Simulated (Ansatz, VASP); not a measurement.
In: VASP beside Ansatz

The input INCAR:

```
ALGO = Normal
EDIFF = 1E-6
ENCUT = 520
GGA = PE
ISIF = 2
ISMEAR = -1
LASPH = T
LCHARG = F
LREAL = F
LWAVE = F
NBANDS = 12
NELM = 60
PREC = Accurate
SIGMA = 0.03
```

KPOINTS

```
k-points
0
Gamma
  12 12 12
```

File POSCAR:

```
In
1.0
    3.0243642388      0.0000000000      0.0000000000
    0.0000000000      3.0243642388      0.0000000000
    0.0000000000      0.0000000000      3.0243642388
In
1
Direct
    0.0000000000      0.0000000000      0.0000000000
```

Input for Ansatz:

```yaml
crystal:
  lattice:
    - [3.0243642388, 0.0, 0.0]
    - [0.0, 3.0243642388, 0.0]
    - [0.0, 0.0, 3.0243642388]
  atoms:
    - { symbol: In, position: [0.0, 0.0, 0.0] }
kpoints:
  mp_grid: { grid: [12, 12, 12] }
scf:
  occupations: { method: fermi_dirac, width: 0.03 }
hamiltonian:
  xc: pbe
  pseudopotentials: { kind: all_electron, lapw: { basis_error: 0.00025 } }
output:
  forces: true
  stress: true
  eigenvalues: true
```

Change from the starting cell: volume scaled by 0.9405.

Alike in both runs: task single point; functional PBE; k mesh 12 × 12 × 12; occupations fermi-dirac, width 0.03 eV; no spin polarisation.

|  | VASP | Ansatz |
| --- | --- | --- |
| version | VASP 6.6.1 | Ansatz 0.2.0 |
| potentials or method | VASP PAW PBE potentials, release 64 (In_d) | all-electron LAPW, scalar-relativistic |
| plane-wave cutoff (eV) | 520 | see its input |

```csv
,VASP,Ansatz,Ansatz less VASP
pressure (GPa),2.3,2.3,+0.06
```

Ansatz ran all-electron here, so the differences hold the error of VASP's frozen core and of both bases.
